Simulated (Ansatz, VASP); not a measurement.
## Pb: VASP beside Ansatz

Contents of INCAR:

```
SYSTEM = Pb
  ALGO = Normal
  EDIFF = 1E-6
  ENCUT = 520
  GGA = PE
  ISIF = 2
  ISMEAR = -1
  LASPH = .TRUE.
  LCHARG = .FALSE.
  LREAL = .FALSE.
  LWAVE = .FALSE.
  NBANDS = 13
  NELM = 80
  PREC = Accurate
  SIGMA = 0.1
```

Contents of KPOINTS:

```
k-points
0
G
  15 15 15
  0 0 0
```

Contents of POSCAR:

```
Pb
1.0
   -1.7586224009      1.7586224009      1.7586224009
    1.7586224009     -1.7586224009      1.7586224009
    1.7586224009      1.7586224009     -1.7586224009
Pb
1
Direct
    0.0000000000      0.0000000000      0.0000000000
```

Input for Ansatz:

```yaml
crystal:
  lattice:
    - [-1.7586224009, 1.7586224009, 1.7586224009]
    - [1.7586224009, -1.7586224009, 1.7586224009]
    - [1.7586224009, 1.7586224009, -1.7586224009]
  atoms:
    - { symbol: Pb, position: [0.0, 0.0, 0.0] }
kpoints:
  mp_grid: { grid: [15, 15, 15] }
scf:
  occupations: { method: fermi_dirac, width: 0.1 }
hamiltonian:
  xc: pbe
  pseudopotentials: { kind: all_electron, lapw: { basis_error: 0.001 } }
output:
  forces: true
  stress: true
  eigenvalues: true
  populations: true
```

Change from the starting cell: volume scaled by 0.68, LAPW.

Alike in both runs: task single point; functional PBE; k mesh 15 × 15 × 15; occupations fermi-dirac, width 0.1 eV; no spin polarisation.

|  | VASP | Ansatz |
| --- | --- | --- |
| version | VASP 6.6.1 | Ansatz 0.2.0 |
| potentials or method | VASP PAW PBE potentials, release 64 (Pb_d) | all-electron LAPW, scalar-relativistic |
| plane-wave cutoff (eV) | 520 | see its input |

Ansatz gave:

- pressure (GPa): 37.8

Task: Which values does VASP return?

Result: Pressure (GPa): 37.7.

Ansatz ran all-electron here, so the differences hold the error of VASP's frozen core and of both bases.

Caveats: so large a pressure means that the cell lies far from this level's equilibrium, or that cutoff or potentials fall short (VASP). The runs have no spin-orbit coupling, so splittings on Pb are missing.
